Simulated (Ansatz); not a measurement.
Ansatz input file:

```yaml
crystal:
  lattice:
    - [3.8540855109, 0.0, 0.0]
    - [0.0, 5.4505, 0.0]
    - [0.0, 0.0, 22.7811282663]
  atoms:
    - { symbol: Ga, position: [0.5, 0.5, 0.3731158484] }
    - { symbol: P, position: [0.0, 0.25, 0.3731158484] }
    - { symbol: Ga, position: [0.0, 0.0, 0.4577052828] }
    - { symbol: P, position: [0.5, 0.75, 0.4577052828] }
    - { symbol: Ga, position: [0.5, 0.5, 0.5422947172] }
    - { symbol: P, position: [0.0, 0.25, 0.5422947172] }
    - { symbol: Ga, position: [0.0, 0.0, 0.6268841516] }
    - { symbol: P, position: [0.5, 0.75, 0.6268841516] }
basis:
  ecutwfc: 500
kpoints:
  mp_grid: { grid: [7, 5, 1] }
hamiltonian:
  xc: r2scan
scf:
  occupations: { method: gaussian, width: 0.05 }
output:
  forces: true
  eigenvalues: true
  write_density: true
  write_potential: true
  elf: true
  volumetric_format: npy
relax:
  adjacent_minimum: "off"
  f_tol: 0.03
  max_steps: 70
  constraints: [{ sites: [0, 1, 2, 3] }]
efield:
  axis: 3
  dipole_correction: true
  ramp_width: 0.04
```

Run as
```bash
ansatz run input.yaml --threads 2 --pin off --max-ram 5120MiB --backend cpu --events-out ev --progress --plain --runs-dir out
```

Computed with DFT r2SCAN, scalar-relativistic, plane waves, PAW (Ansatz 0.2.0).

From the run's log, abridged:

```
Pseudopotentials: kind: paw
Pseudopotential: Ga, paw, valence charge 13, recommended cutoff 500 eV (meta_gga)
Pseudopotential: P, paw, valence charge 5, recommended cutoff 500 eV (meta_gga)
Functional definition: r2SCAN
Crystal: 8 atoms, lattice volume = 478.556 Å³
Basis set: ecut = 500 eV, 12015 PW (Γ), exchange–correlation on 120×160×720 points (64 copies of the dense FFT grid, shifted against one another)
Bands: 44, of which v1, the nominal top of the filled ones, is band 36 counted from 1 (35 counted from 0)
Symmetry: 2 space group operations
k-points: 12 of 35 (time reversal used)
Initial density: superposition of atomic densities (neutral atoms: chi_scale 0, normalization atom), corrected by the library's trained network
Initial wavefunctions: pseudopotential atomic-orbital guess
Functional: x = r2scan, c = r2scan; τ floored in thin density (d = 2e-4 eV/Å³)
SCF iter   1: F=—  HF=-18198.171049 eV  |F-HF|=—  |Δ(HF+E_count)|=         —  Δρ=5.86e-3  dr2=1.07e-1  dr2_τ=2.54e-2  ethr=1.77e-3  p=0.000 e·Å  D=7.66e-14 V/Å  ΔV_dip= 0.00 eV  dr2_dipole=8.42e-8  V_vac-E_F(+/−)=4.64/4.64 eV  ⟨swp⟩=9.7  Hψ=2701  notcnv=0  defer=5
efield: sawtooth ramp at fractional position 0.9800 (placed from the atoms, in the widest stretch of the axis that holds none; the zero of the levels goes with the place), width 0.0400; the density the first Hamiltonian is built on has a dipole p = 0.000 e·Å; the dipole correction subtracts the counter field D = 7.66e-14 V/Å, which shifts the + side's vacuum level by  0.00 eV against the − side's; the planar-averaged density in the ramp window peaks in size at 2.7e-6 e/Å³
SCF iter   2: F=—  HF=-18198.198815 eV  |F-HF|=—  |Δ(HF+E_count)|=   2.78e-2  Δρ=1.62e-3  dr2=1.41e-2  dr2_τ=4.70e-4  ethr=1.49e-4  p= 0.000 e·Å  D=-6.51e-5 V/Å  ΔV_dip=0.00 eV  dr2_dipole=1.18e-6  V_vac-E_F(+/−)=4.67/4.67 eV  ⟨swp⟩=3.2  Hψ=1182  notcnv=0  defer=24
SCF iter   3: F=—  HF=-18198.197902 eV  |F-HF|=—  |Δ(HF+E_count)|=   9.13e-4  Δρ=1.23e-3  dr2=4.66e-3  dr2_τ=3.83e-5  ethr=1.95e-5  p=0.000 e·Å  D=1.44e-4 V/Å  ΔV_dip= 0.00 eV  dr2_dipole=5.89e-6  V_vac-E_F(+/−)=4.64/4.64 eV  ⟨swp⟩=2.0  Hψ=1006  notcnv=0  defer=24
SCF iter   4: F=—  HF=-18198.199971 eV  |F-HF|=—  |Δ(HF+E_count)|=   2.07e-3  Δρ=4.43e-4  dr2=2.33e-3  dr2_τ=7.24e-6  ethr=6.47e-6  p=-0.003 e·Å  D=-1.18e-3 V/Å  ΔV_dip=0.03 eV  dr2_dipole=3.88e-4  V_vac-E_F(+/−)=4.66/4.63 eV  ⟨swp⟩=2.0  Hψ=632  notcnv=0  defer=24
SCF iter   5: F=—  HF=-18198.200003 eV  |F-HF|=—  |Δ(HF+E_count)|=   3.17e-5  Δρ=1.48e-4  dr2=1.11e-3  dr2_τ=2.95e-6  ethr=3.23e-6  p=0.003 e·Å  D=1.29e-3 V/Å  ΔV_dip=-0.03 eV  dr2_dipole=4.71e-4  V_vac-E_F(+/−)=4.61/4.64 eV  ⟨swp⟩=2.0  Hψ=604  notcnv=0  defer=24
SCF iter   6: F=—  HF=-18198.199917 eV  |F-HF|=—  |Δ(HF+E_count)|=   8.51e-5  Δρ=6.47e-5  dr2=2.77e-5  dr2_τ=1.00e-6  ethr=1.53e-6  p=0.000 e·Å  D=8.20e-5 V/Å  ΔV_dip= 0.00 eV  dr2_dipole=1.99e-6  V_vac-E_F(+/−)=4.62/4.62 eV  ⟨swp⟩=1.7  Hψ=532  notcnv=0  defer=24
SCF iter   7: F=-18198.199950 eV  HF=-18198.199941 eV  |F-HF|=8.55e-6  |Δ(HF+E_count)|=   2.38e-5  Δρ=3.01e-5  dr2=3.96e-6  dr2_τ=2.16e-7  ethr=3.12e-8  p=0.000 e·Å  D=2.55e-5 V/Å  ΔV_dip= 0.00 eV  dr2_dipole=1.79e-7  V_vac-E_F(+/−)=4.62/4.62 eV  ⟨swp⟩=21.5  Hψ=6441  notcnv=0
SCF 1 converged in 7 iterations: F = -18198.199950 eV  dr2 = 3.96e-6
relax step   1: F+E_penalty+E_count = -18198.19994978 eV  Δ(F+E_penalty+E_count) = +0.000e0 eV  max|allowed force component| = 1.534e0 eV/Å  Δτ_max = 0.0000 Å  (7 SCF iters, dr2 threshold 2.25e-5 eV, accepted)
Initial density: handed on by an earlier stage of this run
Initial wavefunctions: those handed on with the density
SCF iter   1: F=—  HF=-18198.452456 eV  |F-HF|=—  |Δ(HF+E_count)|=         —  Δρ=5.34e-3  dr2=8.93e-2  dr2_τ=1.94e-1  ethr=1.23e-4  p=0.000 e·Å  D=2.56e-5 V/Å  ΔV_dip= 0.00 eV  dr2_dipole=6.96e-3  V_vac-E_F(+/−)=4.57/4.57 eV  ⟨swp⟩=2.0  Hψ=2176  notcnv=0  defer=25
efield: sawtooth ramp at fractional position 0.9800 (handed on by an earlier solve), width 0.0400; the density the first Hamiltonian is built on has a dipole p = 0.000 e·Å; the dipole correction subtracts the counter field D = 2.56e-5 V/Å, which shifts the + side's vacuum level by  0.00 eV against the − side's; the planar-averaged density in the ramp window peaks in size at 8.6e-7 e/Å³
SCF iter   2: F=—  HF=-18198.642292 eV  |F-HF|=—  |Δ(HF+E_count)|=   1.90e-1  Δρ=2.93e-3  dr2=1.50e-1  dr2_τ=4.32e-4  ethr=1.23e-4  p=0.048 e·Å  D=1.80e-2 V/Å  ΔV_dip=-0.41 eV  dr2_dipole=6.26e-2  V_vac-E_F(+/−)=4.29/4.70 eV  ⟨swp⟩=4.0  Hψ=1174  notcnv=0  defer=25
SCF iter   3: F=—  HF=-18198.628415 eV  |F-HF|=—  |Δ(HF+E_count)|=   1.39e-2  Δρ=2.19e-3  dr2=3.72e-2  dr2_τ=1.33e-4  ethr=1.23e-4  p=-0.024 e·Å  D=-8.95e-3 V/Å  ΔV_dip=0.20 eV  dr2_dipole=9.24e-3  V_vac-E_F(+/−)=4.74/4.54 eV  ⟨swp⟩=3.8  Hψ=769  notcnv=0  defer=28
SCF iter   4: F=—  HF=-18198.626994 eV  |F-HF|=—  |Δ(HF+E_count)|=   1.42e-3  Δρ=1.19e-3  dr2=4.01e-3  dr2_τ=6.92e-5  ethr=5.17e-5  p=-0.008 e·Å  D=-2.98e-3 V/Å  ΔV_dip=0.07 eV  dr2_dipole=2.25e-4  V_vac-E_F(+/−)=4.69/4.62 eV  ⟨swp⟩=2.3  Hψ=663  notcnv=0  defer=28
SCF iter   5: F=—  HF=-18198.628214 eV  |F-HF|=—  |Δ(HF+E_count)|=   1.22e-3  Δρ=4.07e-4  dr2=8.59e-4  dr2_τ=1.51e-5  ethr=5.57e-6  p=-0.014 e·Å  D=-5.47e-3 V/Å  ΔV_dip=0.12 eV  dr2_dipole=1.14e-5  V_vac-E_F(+/−)=4.72/4.60 eV  ⟨swp⟩=2.0  Hψ=690  notcnv=0  defer=28
SCF iter   6: F=—  HF=-18198.628398 eV  |F-HF|=—  |Δ(HF+E_count)|=   1.83e-4  Δρ=1.11e-4  dr2=8.12e-5  dr2_τ=1.06e-6  ethr=1.19e-6  p=-0.016 e·Å  D=-5.92e-3 V/Å  ΔV_dip=0.13 eV  dr2_dipole=7.12e-6  V_vac-E_F(+/−)=4.75/4.61 eV  ⟨swp⟩=2.3  Hψ=753  notcnv=0  defer=28
SCF iter   7: F=-18198.628438 eV  HF=-18198.628431 eV  |F-HF|=7.18e-6  |Δ(HF+E_count)|=   3.36e-5  Δρ=4.42e-5  dr2=9.07e-6  dr2_τ=1.92e-7  ethr=1.13e-7  p=-0.015 e·Å  D=-5.72e-3 V/Å  ΔV_dip=0.13 eV  dr2_dipole=1.18e-7  V_vac-E_F(+/−)=4.74/4.61 eV  ⟨swp⟩=22.2  Hψ=6774  notcnv=0
SCF 2 converged in 7 iterations: F = -18198.628438 eV  dr2 = 9.07e-6
relax step   2: F+E_penalty+E_count = -18198.62843844 eV  Δ(F+E_penalty+E_count) = -4.285e-1 eV  max|allowed force component| = 9.726e-1 eV/Å  Δτ_max = 0.1912 Å  (7 SCF iters, dr2 threshold 1.00e-4 eV, accepted)
SCF iter   1: F=—  HF=-18198.616012 eV  |F-HF|=—  |Δ(HF+E_count)|=         —  Δρ=5.06e-3  dr2=7.22e-2  dr2_τ=1.89e-1  ethr=9.82e-4  p=-0.015 e·Å  D=-5.72e-3 V/Å  ΔV_dip=0.13 eV  dr2_dipole=5.21e-3  V_vac-E_F(+/−)=4.75/4.62 eV  ⟨swp⟩=5.4  Hψ=1813  notcnv=0  defer=16
efield: sawtooth ramp at fractional position 0.9800 (handed on by an earlier solve), width 0.0400; the density the first Hamiltonian is built on has a dipole p = -0.015 e·Å; the dipole correction subtracts the counter field D = -5.72e-3 V/Å, which shifts the + side's vacuum level by +0.13 eV against the − side's; the planar-averaged density in the ramp window peaks in size at 1.4e-6 e/Å³
SCF iter   2: F=—  HF=-18198.812483 eV  |F-HF|=—  |Δ(HF+E_count)|=   1.96e-1  Δρ=2.62e-3  dr2=8.80e-2  dr2_τ=2.86e-4  ethr=1.00e-4  p=0.027 e·Å  D=1.01e-2 V/Å  ΔV_dip=-0.23 eV  dr2_dipole=3.46e-2  V_vac-E_F(+/−)=4.49/4.72 eV  ⟨swp⟩=3.8  Hψ=1225  notcnv=0  defer=27
SCF iter   3: F=—  HF=-18198.804762 eV  |F-HF|=—  |Δ(HF+E_count)|=   7.72e-3  Δρ=1.90e-3  dr2=2.55e-2  dr2_τ=9.63e-5  ethr=1.00e-4  p=-0.035 e·Å  D=-1.31e-2 V/Å  ΔV_dip=0.30 eV  dr2_dipole=6.09e-3  V_vac-E_F(+/−)=4.89/4.59 eV  ⟨swp⟩=3.5  Hψ=713  notcnv=0  defer=27
SCF iter   4: F=—  HF=-18198.804478 eV  |F-HF|=—  |Δ(HF+E_count)|=   2.84e-4  Δρ=1.00e-3  dr2=3.20e-3  dr2_τ=4.45e-5  ethr=3.54e-5  p=-0.019 e·Å  D=-7.30e-3 V/Å  ΔV_dip=0.17 eV  dr2_dipole=2.42e-4  V_vac-E_F(+/−)=4.84/4.67 eV  ⟨swp⟩=2.3  Hψ=673  notcnv=0  defer=26
SCF iter   5: F=—  HF=-18198.805638 eV  |F-HF|=—  |Δ(HF+E_count)|=   1.16e-3  Δρ=3.85e-4  dr2=9.57e-4  dr2_τ=1.31e-5  ethr=4.44e-6  p=-0.025 e·Å  D=-9.49e-3 V/Å  ΔV_dip=0.22 eV  dr2_dipole=1.69e-6  V_vac-E_F(+/−)=4.86/4.64 eV  ⟨swp⟩=2.0  Hψ=694  notcnv=0  defer=26
SCF iter   6: F=—  HF=-18198.805810 eV  |F-HF|=—  |Δ(HF+E_count)|=   1.72e-4  Δρ=1.07e-4  dr2=6.46e-5  dr2_τ=1.00e-6  ethr=1.33e-6  p=-0.027 e·Å  D=-1.01e-2 V/Å  ΔV_dip=0.23 eV  dr2_dipole=3.95e-6  V_vac-E_F(+/−)=4.88/4.65 eV  ⟨swp⟩=2.0  Hψ=626  notcnv=0  defer=26
SCF iter   7: F=-18198.805857 eV  HF=-18198.805851 eV  |F-HF|=6.05e-6  |Δ(HF+E_count)|=   4.07e-5  Δρ=4.17e-5  dr2=8.95e-6  dr2_τ=1.83e-7  ethr=8.21e-8  p=-0.026 e·Å  D=-1.00e-2 V/Å  ΔV_dip=0.23 eV  dr2_dipole=6.83e-9  V_vac-E_F(+/−)=4.88/4.65 eV  ⟨swp⟩=21.7  Hψ=6608  notcnv=0
SCF 3 converged in 7 iterations: F = -18198.805857 eV  dr2 = 8.95e-6
relax step   3: F+E_penalty+E_count = -18198.80585696 eV  Δ(F+E_penalty+E_count) = -1.774e-1 eV  max|allowed force component| = 2.755e-1 eV/Å  Δτ_max = 0.1948 Å  (7 SCF iters, dr2 threshold 5.91e-5 eV, accepted)
SCF iter   1: F=—  HF=-18198.643754 eV  |F-HF|=—  |Δ(HF+E_count)|=         —  Δρ=4.59e-3  dr2=8.86e-2  dr2_τ=1.37e-1  ethr=7.68e-4  p=-0.026 e·Å  D=-1.00e-2 V/Å  ΔV_dip=0.23 eV  dr2_dipole=1.01e-2  V_vac-E_F(+/−)=4.87/4.64 eV  ⟨swp⟩=5.4  Hψ=1663  notcnv=0  defer=15
efield: sawtooth ramp at fractional position 0.9800 (handed on by an earlier solve), width 0.0400; the density the first Hamiltonian is built on has a dipole p = -0.026 e·Å; the dipole correction subtracts the counter field D = -1.00e-2 V/Å, which shifts the + side's vacuum level by +0.23 eV against the − side's; the planar-averaged density in the ramp window peaks in size at 6.8e-7 e/Å³
SCF iter   2: F=—  HF=-18198.841278 eV  |F-HF|=—  |Δ(HF+E_count)|=   1.98e-1  Δρ=2.49e-3  dr2=1.04e-1  dr2_τ=3.30e-4  ethr=1.23e-4  p=0.032 e·Å  D=1.23e-2 V/Å  ΔV_dip=-0.28 eV  dr2_dipole=4.35e-2  V_vac-E_F(+/−)=4.46/4.74 eV  ⟨swp⟩=3.8  Hψ=1220  notcnv=0  defer=27
SCF iter   3: F=—  HF=-18198.830337 eV  |F-HF|=—  |Δ(HF+E_count)|=   1.09e-2  Δρ=1.91e-3  dr2=1.91e-2  dr2_τ=1.10e-4  ethr=1.23e-4  p=-0.032 e·Å  D=-1.20e-2 V/Å  ΔV_dip=0.27 eV  dr2_dipole=4.42e-3  V_vac-E_F(+/−)=4.89/4.62 eV  ⟨swp⟩=3.8  Hψ=716  notcnv=0  defer=27
SCF iter   4: F=—  HF=-18198.830825 eV  |F-HF|=—  |Δ(HF+E_count)|=   4.88e-4  Δρ=9.89e-4  dr2=2.38e-3  dr2_τ=2.71e-5  ethr=2.65e-5  p=-0.019 e·Å  D=-7.14e-3 V/Å  ΔV_dip=0.16 eV  dr2_dipole=2.92e-5  V_vac-E_F(+/−)=4.84/4.68 eV  ⟨swp⟩=2.2  Hψ=681  notcnv=0  defer=28
SCF iter   5: F=—  HF=-18198.832081 eV  |F-HF|=—  |Δ(HF+E_count)|=   1.26e-3  Δρ=2.72e-4  dr2=8.24e-4  dr2_τ=8.57e-6  ethr=3.31e-6  p=-0.023 e·Å  D=-8.76e-3 V/Å  ΔV_dip=0.20 eV  dr2_dipole=1.27e-5  V_vac-E_F(+/−)=4.85/4.66 eV  ⟨swp⟩=2.3  Hψ=814  notcnv=0  defer=28
SCF iter   6: F=—  HF=-18198.832108 eV  |F-HF|=—  |Δ(HF+E_count)|=   2.72e-5  Δρ=8.73e-5  dr2=2.64e-5  dr2_τ=4.22e-7  ethr=1.14e-6  p=-0.024 e·Å  D=-8.92e-3 V/Å  ΔV_dip=0.20 eV  dr2_dipole=1.53e-6  V_vac-E_F(+/−)=4.87/4.67 eV  ⟨swp⟩=2.0  Hψ=596  notcnv=0  defer=28
SCF iter   7: F=-18198.832130 eV  HF=-18198.832129 eV  |F-HF|=1.61e-6  |Δ(HF+E_count)|=   2.05e-5  Δρ=2.96e-5  dr2=4.16e-6  dr2_τ=9.64e-8  ethr=8.46e-9  p=-0.023 e·Å  D=-8.85e-3 V/Å  ΔV_dip=0.20 eV  dr2_dipole=8.34e-8  V_vac-E_F(+/−)=4.87/4.67 eV  ⟨swp⟩=21.6  Hψ=6383  notcnv=0
SCF 4 converged in 7 iterations: F = -18198.832130 eV  dr2 = 4.16e-6
relax step   4: F+E_penalty+E_count = -18198.83213030 eV  Δ(F+E_penalty+E_count) = -2.627e-2 eV  max|allowed force component| = 5.527e-2 eV/Å  Δτ_max = 0.1518 Å  (7 SCF iters, dr2 threshold 6.09e-6 eV, accepted)
SCF iter   1: F=—  HF=-18198.830116 eV  |F-HF|=—  |Δ(HF+E_count)|=         —  Δρ=4.77e-4  dr2=1.16e-3  dr2_τ=1.20e-3  ethr=1.70e-5  p=-0.023 e·Å  D=-8.85e-3 V/Å  ΔV_dip=0.20 eV  dr2_dipole=7.20e-5  V_vac-E_F(+/−)=4.87/4.67 eV  ⟨swp⟩=3.0  Hψ=1029  notcnv=0  defer=31
efield: sawtooth ramp at fractional position 0.9800 (handed on by an earlier solve), width 0.0400; the density the first Hamiltonian is built on has a dipole p = -0.023 e·Å; the dipole correction subtracts the counter field D = -8.85e-3 V/Å, which shifts the + side's vacuum level by +0.20 eV against the − side's; the planar-averaged density in the ramp window peaks in size at 7.4e-7 e/Å³
SCF iter   2: F=—  HF=-18198.832623 eV  |F-HF|=—  |Δ(HF+E_count)|=   2.51e-3  Δρ=2.62e-4  dr2=7.94e-4  dr2_τ=4.44e-6  ethr=1.61e-6  p=-0.028 e·Å  D=-1.08e-2 V/Å  ΔV_dip=0.25 eV  dr2_dipole=2.71e-4  V_vac-E_F(+/−)=4.91/4.66 eV  ⟨swp⟩=2.0  Hψ=1095  notcnv=0  defer=31
SCF iter   3: F=—  HF=-18198.832567 eV  |F-HF|=—  |Δ(HF+E_count)|=   5.57e-5  Δρ=1.99e-4  dr2=3.28e-4  dr2_τ=1.56e-6  ethr=1.10e-6  p=-0.022 e·Å  D=-8.42e-3 V/Å  ΔV_dip=0.19 eV  dr2_dipole=1.01e-4  V_vac-E_F(+/−)=4.87/4.67 eV  ⟨swp⟩=2.0  Hψ=596  notcnv=0  defer=31
SCF iter   4: F=—  HF=-18198.832555 eV  |F-HF|=—  |Δ(HF+E_count)|=   1.22e-5  Δρ=1.11e-4  dr2=4.19e-5  dr2_τ=4.08e-7  ethr=4.55e-7  p=-0.024 e·Å  D=-9.20e-3 V/Å  ΔV_dip=0.21 eV  dr2_dipole=1.83e-7  V_vac-E_F(+/−)=4.88/4.67 eV  ⟨swp⟩=2.0  Hψ=568  notcnv=0  defer=31
SCF iter   5: F=—  HF=-18198.832531 eV  |F-HF|=—  |Δ(HF+E_count)|=   2.40e-5  Δρ=4.31e-5  dr2=1.17e-5  dr2_τ=1.58e-7  ethr=5.82e-8  p=-0.024 e·Å  D=-9.05e-3 V/Å  ΔV_dip=0.21 eV  dr2_dipole=9.79e-7  V_vac-E_F(+/−)=4.88/4.67 eV  ⟨swp⟩=2.1  Hψ=635  notcnv=0  defer=31
SCF iter   6: F=—  HF=-18198.832531 eV  |F-HF|=—  |Δ(HF+E_count)|=   3.72e-7  Δρ=1.09e-5  dr2=7.03e-7  dr2_τ=4.52e-9  ethr=1.62e-8  p=-0.024 e·Å  D=-9.08e-3 V/Å  ΔV_dip=0.21 eV  dr2_dipole=9.82e-8  V_vac-E_F(+/−)=4.88/4.67 eV  ⟨swp⟩=2.0  Hψ=611  notcnv=0  defer=31
SCF iter   7: F=-18198.832531 eV  HF=-18198.832531 eV  |F-HF|=4.36e-8  |Δ(HF+E_count)|=   5.61e-8  Δρ=3.64e-6  dr2=9.54e-8  dr2_τ=1.29e-9  ethr=1.39e-10  p=-0.024 e·Å  D=-9.10e-3 V/Å  ΔV_dip=0.21 eV  dr2_dipole=2.96e-9  V_vac-E_F(+/−)=4.88/4.67 eV  ⟨swp⟩=16.7  Hψ=5014  notcnv=0
SCF 5 converged in 7 iterations: F = -18198.832531 eV  dr2 = 9.54e-8
relax step   5: F+E_penalty+E_count = -18198.83253106 eV  Δ(F+E_penalty+E_count) = -4.008e-4 eV  max|allowed force component| = 9.498e-3 eV/Å  Δτ_max = 0.0160 Å  (7 SCF iters, accepted)
SCF iter   1: F=—  HF=-18198.832531 eV  |F-HF|=—  |Δ(HF+E_count)|=         —  Δρ=3.64e-6  dr2=9.54e-8  dr2_τ=1.29e-9  ethr=1.32e-10  p=-0.024 e·Å  D=-9.10e-3 V/Å  ΔV_dip=0.21 eV  dr2_dipole=2.96e-9  V_vac-E_F(+/−)=4.88/4.67 eV  ⟨swp⟩=1.0  Hψ=1516  notcnv=0
efield: sawtooth ramp at fractional position 0.9800 (kept from the solve that this one continues, or follows in the run), width 0.0400; the density the first Hamiltonian is built on has a dipole p = -0.024 e·Å; the dipole correction subtracts the counter field D = -9.10e-3 V/Å, which shifts the + side's vacuum level by +0.21 eV against the − side's; the planar-averaged density in the ramp window peaks in size at 7.4e-7 e/Å³
SCF iter   2: F=-18198.832531 eV  HF=-18198.832531 eV  |F-HF|=2.46e-8  |Δ(HF+E_count)|=   4.99e-9  Δρ=1.96e-6  dr2=3.80e-8  dr2_τ=3.30e-10  ethr=1.32e-10  p=-0.024 e·Å  D=-9.11e-3 V/Å  ΔV_dip=0.21 eV  dr2_dipole=8.12e-9  V_vac-E_F(+/−)=4.88/4.67 eV  ⟨swp⟩=11.2  Hψ=4132  notcnv=0
SCF 6 converged in 2 iterations: F = -18198.832531 eV  dr2 = 3.80e-8
WARN: The output density's exchange-correlation potential varies sharply where the density is thin. Do not read a vacuum level from v_tot or v_xc, or from such a field of the output density. On a cell that repeats whose density bears no net charge and no dipole along the vacuum's axis use v_es (v_loc + v_h of the components); under efield.dipole_correction with no amplitude use v_es + v_field, which holds any external_charges[].barrier, or the levels of the report's work_function block, which leave it out; under a non-zero efield.amplitude the vacuum is tilted and has no level; on a cell that repeats and bears such a dipole with no correction it is tilted too, and efield.dipole_correction wi ...
SCF converged after 2 iterations
Free energy (F): -18198.832531 eV
Harris-Foulkes:  -18198.832531 eV  (|F-HF|=2.46e-8)
Internal energy: -18198.832531 eV  (E = F + TS)
E sigma→0 (E₀):  -18198.832531 eV
Fermi energy:    -0.673923 eV
Dipole field:    D = -0.009036 V/Å  (p = -0.023897 e·Å, saw-weighted, corrected)
Work function:   Φ+ = 4.8761 eV   Φ− = 4.6702 eV
Levels:          The Fermi level and band energies are counted from a zero that moves with the ramp; work functions are not
--- Per-component energies (eV) ---
  E_band       = -843.295869
  E_kinetic    = 734.895951
  E_local      = -47763.085416  (includes V_loc(G=0)·N_el)
  E_nonlocal   = 1840.001645
  E_hartree    = 23271.027149
  E_xc         = -479.646176
  E_vxc        = -494.011359  (∫ρ·V_xc dr)
  E_paw        = -10316.754796  (= ΣΔE_a)
  E_vpaw       = -1727.776936  (= ΣTr[D̂ρ^β])
  E_aug_tail   = -0.000173  (compensation charges beyond the density's cutoff)
  E_vtau       = 24.638627  (kinetic-family band-sum trace: ∫τ·v_τ [+ j·A + Jᵃ·Aᵃ] dr)
  E_efield     = 0.000108  (sawtooth field / dipole correction)
  E_vefield    = -0.026195  (∫n·V_field dr)
  E_ewald      = 14517.704825
  E_core_change = -2.975648  (= ΣΔE_core)
  E_smearing   =  0.000000  (= −TS)
--- Forces (eV/Å), atoms counted from 1 ---
  atom   1  Ga     0.00000000    -1.37893400     1.61729639
  atom   2  P      0.00000000     0.49278178    -1.41002389
  atom   3  Ga     0.00000000     0.36855782     0.06967725
  atom   4  P      0.00000000     0.52031246    -0.27683630
  atom   5  Ga     0.00000000    -0.00956146     0.00473686
  atom   6  P      0.00000000     0.00664929    -0.00096238
  atom   7  Ga     0.00000000     0.00201962    -0.00074187
  atom   8  P      0.00000000    -0.00184121    -0.00317338
--- Band table (eV; the first three rows and the last of 12) ---
  k-point 0: bands = ["-16.4648", "-16.3777", "-16.3560", "-16.3531", "-16.3130", "-16.3064", "-16.2825", "-16.2543", "-16.2501", "-16.2059", "-16.1916", "-16.1910", "-16.1562", "-16.1307", "-16.1231", "-16.1092", "-16.0927", "-16.0563", "-16.0001", "-15.9989", "-13.7430", "-12.5518", "-11.3193", "-10.8944", "-7.8105", "-6.7622", "-5.1486", "-4.5048", "-3.9380", "-3.6689", "-3.2499", "-2.7527", "-2.1001", "-1.7352", "-1.3698", "-1.2345", "0.1323", "0.9750", "1.5399", "1.9763", "2.4080", "2.8074", "3.1300", "3.5171"]
  k-point 1: bands = ["-16.4687", "-16.3764", "-16.3573", "-16.3518", "-16.3072", "-16.3054", "-16.2826", "-16.2534", "-16.2508", "-16.2083", "-16.1935", "-16.1916", "-16.1563", "-16.1314", "-16.1245", "-16.1093", "-16.0960", "-16.0565", "-15.9997", "-15.9984", "-13.5736", "-12.4415", "-11.5434", "-11.2354", "-7.3411", "-7.0068", "-5.5001", "-4.0290", "-3.8280", "-3.5090", "-3.2475", "-2.6625", "-2.0314", "-1.8626", "-1.5273", "-1.3212", "0.2350", "1.0225", "1.4993", "1.8969", "2.2920", "2.6130", "3.1245", "3.8829"]
  k-point 2: bands = ["-16.4746", "-16.3755", "-16.3582", "-16.3505", "-16.3038", "-16.2949", "-16.2828", "-16.2544", "-16.2518", "-16.2139", "-16.1976", "-16.1895", "-16.1564", "-16.1362", "-16.1227", "-16.1099", "-16.1018", "-16.0566", "-15.9991", "-15.9977", "-13.0867", "-12.3852", "-12.0848", "-11.5861", "-7.2401", "-6.7468", "-5.6684", "-4.5947", "-3.0622", "-3.0550", "-2.7045", "-2.4776", "-2.3618", "-1.9646", "-1.9050", "-1.3285", "-0.0380", "0.9208", "1.4676", "2.0843", "2.2372", "2.8630", "3.2920", "3.7083"]
  k-point 11: bands = ["-16.4429", "-16.3700", "-16.3543", "-16.3443", "-16.3357", "-16.3160", "-16.3026", "-16.2943", "-16.2202", "-16.2023", "-16.1828", "-16.1765", "-16.1559", "-16.1326", "-16.1111", "-16.1004", "-16.0927", "-16.0721", "-16.0140", "-15.9797", "-11.9037", "-11.6236", "-10.9749", "-10.6163", "-7.8793", "-7.4978", "-7.4340", "-7.1633", "-4.6445", "-4.3460", "-3.8928", "-3.4934", "-3.1285", "-2.7063", "-2.1425", "-1.4283", "-0.1109", "0.9751", "2.2752", "2.6804", "2.8513", "3.6589", "3.8376", "4.1444"]
--- Relaxed structure (5 steps of the walk, 5 accepted, 0 SCFs on fresh bases) ---
  F+E_penalty+E_count = -18198.83253106 eV   max|allowed force component| = 9.498e-3 eV/Å
  atoms:
    - { symbol: Ga, position: [0.5, 0.5, 0.37311584] }
    - { symbol: P, position: [0.0, 0.25, 0.37311584] }
    - { symbol: Ga, position: [0.0, 0.0, 0.4577052828] }
    - { symbol: P, position: [0.5, 0.75000000, 0.4577052828] }
    - { symbol: Ga, position: [0.5, 0.49972880, 0.54607644] }
    - { symbol: P, position: [0.0, 0.25350528, 0.54305492] }
    - { symbol: Ga, position: [0.0, -0.06450430, 0.60983618] }
    - { symbol: P, position: [0.5, 0.72550129, 0.63495581] }
```

The relaxation met its thresholds.

The run took 76 s on 2 threads of AMD EPYC 9R45 96-Core Processor (Zen 5) (shared host), peak memory 1.6 GiB.